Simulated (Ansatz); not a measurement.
Here is an Ansatz 0.2.0 calculation.

The input input.yaml:

```yaml
crystal:
  lattice:
    - [3.223, 0.0, 0.0]
    - [-1.6115, 2.7911998764, 0.0]
    - [0.0, 0.0, 3.191]
  atoms:
    - { symbol: Mo, position: [0.0, 0.0, 0.0] }
    - { symbol: P, position: [0.3333333333, 0.6666666667, 0.5] }
kpoints:
  mp_grid: { grid: [10, 10, 8] }
scf:
  occupations: { method: gaussian, width: 0.024 }
hamiltonian:
  xc: pbe
  pseudopotentials: { kind: all_electron, lapw: { basis_error: 0.001 } }
output:
  forces: true
  stress: true
  eigenvalues: true
```

Potentials or basis: all-electron LAPW, scalar-relativistic.

Launch:

```console
$ ansatz run input.yaml --threads 1 --pin off --max-ram 3072MiB --backend cpu --events-out ev --progress --plain --runs-dir out
```

**Question.** What does it give for the band gap on the k mesh?

**Answer.** None (metal or under the smearing width).

**Question.** What does it give for the pressure?

**Answer.** 2.6 GPa.

Stress tensor (GPa, compression positive):
```
2.83 0.00 0.00
0.00 2.83 0.00
0.00 0.00 2.04
```
